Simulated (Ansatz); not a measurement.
## Migration: an O vacancy in rutile TiO2, 71 atoms, charge 0

Method: Ansatz, DFT, PBEsol, PAW, plane waves.

Command:

```sh
ansatz run in.yaml --threads 8 --pin off --max-ram 118750MiB --runs-dir r --events-out ev --progress --plain --backend cuda --devices 0, --max-vram 170GiB
```

The input less its lattice and atoms:

```yaml
crystal:
  symmetry: { detect: false }
kpoints:
  mp_grid: { grid: [1, 1, 1], shift: [0.25, 0.25, 0.25] }
hamiltonian:
  xc: pbesol
scf:
  occupations: { method: fermi_dirac, width: 0.01 }
neb:
  images: 5
  f_tol: 0.06
  max_iterations: 90
  relax_end_points: true
```

First end, relaxed:

```
Ti O
1.0
     9.18283    0.00000    0.00000
     0.00000    9.18283    0.00000
     0.00000    0.00000    8.81661
Ti O
24 47
Direct
  0.99079 0.00854 0.99970
  0.00456 0.98850 0.32902
  0.01160 0.99564 0.67029
  0.00001 0.49876 0.99893
  0.99835 0.50015 0.33253
  0.99986 0.50153 0.66512
  0.50092 0.99975 0.00019
  0.49794 0.99990 0.33386
  0.49982 0.00124 0.66675
  0.51138 0.48871 0.99959
  0.48168 0.51656 0.31225
  0.48316 0.51808 0.68699
  0.24699 0.24709 0.16647
  0.25001 0.25167 0.49829
  0.25274 0.25273 0.83364
  0.24348 0.75432 0.16429
  0.25281 0.74684 0.49955
  0.24538 0.75636 0.83464
  0.74826 0.24941 0.16818
  0.77239 0.22746 0.49959
  0.75035 0.25141 0.83109
  0.74706 0.74708 0.16620
  0.74815 0.75026 0.50124
  0.75284 0.75244 0.83284
  0.15226 0.15222 0.99800
  0.15537 0.14971 0.33331
  0.15551 0.14954 0.66737
  0.14952 0.65410 0.99948
  0.15458 0.65026 0.33232
  0.15529 0.64984 0.66650
  0.65066 0.15553 0.99922
  0.64892 0.15778 0.33925
  0.64898 0.15803 0.66055
  0.65483 0.64846 0.99947
  0.65124 0.64520 0.33524
  0.65125 0.64685 0.66396
  0.35130 0.34494 0.99987
  0.35280 0.34866 0.33531
  0.35455 0.34869 0.66388
  0.34570 0.85039 0.99978
  0.34992 0.84457 0.33271
  0.34955 0.84521 0.66689
  0.84417 0.34922 0.00000
  0.84170 0.35095 0.33870
  0.84193 0.35104 0.66006
  0.84755 0.84766 0.00120
  0.85025 0.84433 0.33178
  0.84998 0.84445 0.66612
  0.09778 0.39970 0.16667
  0.09815 0.39931 0.50010
  0.09856 0.40053 0.83227
  0.09858 0.90404 0.16304
  0.10194 0.89773 0.49965
  0.09581 0.90126 0.83617
  0.59461 0.40160 0.17339
  0.59804 0.40510 0.82590
  0.59928 0.90129 0.16700
  0.60052 0.90154 0.49918
  0.60004 0.90194 0.83261
  0.40354 0.09683 0.16676
  0.40134 0.09434 0.50006
  0.40350 0.09657 0.83246
  0.39746 0.60022 0.15450
  0.41047 0.58944 0.49959
  0.39955 0.60231 0.84479
  0.90131 0.10022 0.17075
  0.90877 0.09090 0.49963
  0.89971 0.09861 0.82848
  0.90327 0.59638 0.16664
  0.90554 0.59856 0.49925
  0.90303 0.59634 0.83260
```

The last end differs by the jump below and was relaxed too.

Atom 64 (O) jumps. The converged band:

| image | path length (Å) | energy (eV) | x of the mover (Å) | y (Å) | z (Å) |
| --- | --- | --- | --- | --- | --- |
| 0 | 0.00 | 0.000 | 3.769 | 5.413 | 4.405 |
| 1 | 0.48 | 0.224 | 3.987 | 5.233 | 4.408 |
| 2 | 0.96 | 0.682 | 4.303 | 4.961 | 4.410 |
| 3 | 1.45 | 0.949 | 4.640 | 4.639 | 4.410 |
| 4 | 1.93 | 0.682 | 4.963 | 4.300 | 4.410 |
| 5 | 2.42 | 0.223 | 5.237 | 3.982 | 4.408 |
| 6 | 2.90 | 0.000 | 5.418 | 3.764 | 4.405 |

Highest image (3):

```xyz
71
Lattice="9.1828 0.0000 0.0000 0.0000 9.1828 0.0000 0.0000 0.0000 8.8166" Properties=species:S:1:pos:R:3 pbc="T T T"
Ti    0.0119    9.1798    8.8141
Ti    9.1672    9.1690    2.8460
Ti    9.1784    9.1763    5.9641
Ti    0.0048    4.5694    8.8041
Ti    9.1709    4.5947    2.9298
Ti    0.0031    4.5834    5.8631
Ti    4.5988    9.1521    0.0001
Ti    4.5756    0.0058    2.9402
Ti    4.5960    9.1768    5.8743
Ti    4.7029    4.6890    8.8141
Ti    4.5332    4.5356    2.6652
Ti    4.5171    4.5183    6.1497
Ti    2.3059    2.3006    1.4346
Ti    2.2396    2.2478    4.3930
Ti    2.3099    2.2778    7.3667
Ti    2.2723    6.8903    1.4626
Ti    2.1392    7.0517    4.4034
Ti    2.2767    6.8927    7.3426
Ti    6.8943    2.2643    1.4628
Ti    7.0554    2.1383    4.4043
Ti    6.9020    2.2698    7.3466
Ti    6.9389    6.9296    1.4962
Ti    6.8058    6.8162    4.4136
Ti    6.9510    6.9202    7.3176
O     1.3841    1.3756    8.8148
O     1.3824    1.3786    2.9387
O     1.3804    1.3762    5.8702
O     1.4009    5.9862    8.8112
O     1.4762    5.9325    2.9784
O     1.4799    5.9291    5.8303
O     5.9906    1.3985    8.8099
O     5.9394    1.4694    2.9808
O     5.9385    1.4711    5.8308
O     6.0250    6.0143    0.0014
O     6.0077    6.0041    2.8748
O     6.0065    6.0072    5.9352
O     3.1817    3.1751    8.8094
O     3.1787    3.1782    2.9156
O     3.1756    3.1762    5.9014
O     3.1956    7.7768    8.8145
O     3.2455    7.7115    2.9736
O     3.2458    7.7109    5.8372
O     7.7766    3.1953    8.8166
O     7.7158    3.2423    2.9721
O     7.7160    3.2419    5.8372
O     7.8189    7.8173    8.8135
O     7.8005    7.8001    2.9554
O     7.7994    7.7955    5.8562
O     0.8768    3.6724    1.4753
O     0.8757    3.6601    4.4066
O     0.8753    3.6692    7.3357
O     0.9314    8.2684    1.4842
O     0.8900    8.3026    4.4058
O     0.9140    8.2493    7.3261
O     5.5076    3.6436    1.4143
O     5.5314    3.6654    7.3997
O     5.5147    8.3129    1.4710
O     5.5125    8.2951    4.4037
O     5.5123    8.3086    7.3423
O     3.6783    0.8747    1.4740
O     3.6644    0.8739    4.4087
O     3.6752    0.8694    7.3348
O     3.6511    5.5072    1.4020
O     4.6397    4.6388    4.4099
O     3.6719    5.5281    7.4116
O     8.2747    0.9281    1.4743
O     8.3063    0.8877    4.4073
O     8.2575    0.9107    7.3335
O     8.3189    5.5128    1.4699
O     8.2986    5.5101    4.4057
O     8.3164    5.5080    7.3420
```

(1) What are the barriers forward and back?

Time: 76 s of wall time on one NVIDIA GB200 with 8 processor threads, on a host shared with other runs; peak host memory 2.3 GiB.

## Answers

(1) 0.949 eV forward and 0.949 eV back, at the single k point (¼, ¼, ¼) without its symmetry partners. The one k point singles out an axis, so the ends can be distorted along it and jumps that symmetry makes equal can differ. A level is partly filled at the highest image, and the barrier includes the smearing. The highest image climbed; that it is a first-order saddle isn't proved.
